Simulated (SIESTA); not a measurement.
Crystal: BaTiO3.

```
CELL_PARAMETERS angstrom
4.00600 0.00000 0.00000
0.00000 4.00600 0.00000
0.00000 0.00000 4.00600
ATOMIC_POSITIONS crystal
Ba 0.50000 0.50000 0.50000
Ti 0.00000 0.00000 0.00000
O 0.00000 0.00000 0.50000
O 0.00000 0.50000 0.00000
O 0.50000 0.00000 0.00000
```

Base run:

| Property | Result |
| --- | --- |
| Program | SIESTA 5.4.2 |
| Functional | vdW-DF-cx |
| Potentials or basis | PseudoDojo 0.4 standard (PBE files) |
| Basis | DZP (energy shift 0.003 Ry; two zetas on semicore shells; d shell added on Ba) |
| Grid cutoff | 800 Ry |
| Energy shift | 0.003 Ry |
| k mesh | 7 × 7 × 7 |
| Occupations | fermi-dirac, width 0.05 eV |
| Spin | no spin polarisation |

Its results: band gap on the k mesh 1.75 eV, indirect (least direct gap 1.81 eV); pressure -1.1 GPa.

Q: The run is repeated on the same cell with these changes: functional from vdW-DF-cx to BLYP. What comes out?

A: Band gap on the k mesh 1.79 eV, indirect (least direct gap 1.85 eV); pressure 9.9 GPa.

Caveats: this set's barium file shifts pressures by up to 1 GPa against other sets; the potentials were made for another functional, which shifts forces and pressure; spin-orbit coupling is left out, which moves the levels of the heavy elements; the basis of atomic orbitals isn't converged, which shifts pressures, moduli and gaps.

A k mesh can miss the band edges.

Not every run made on this cell is shown here.
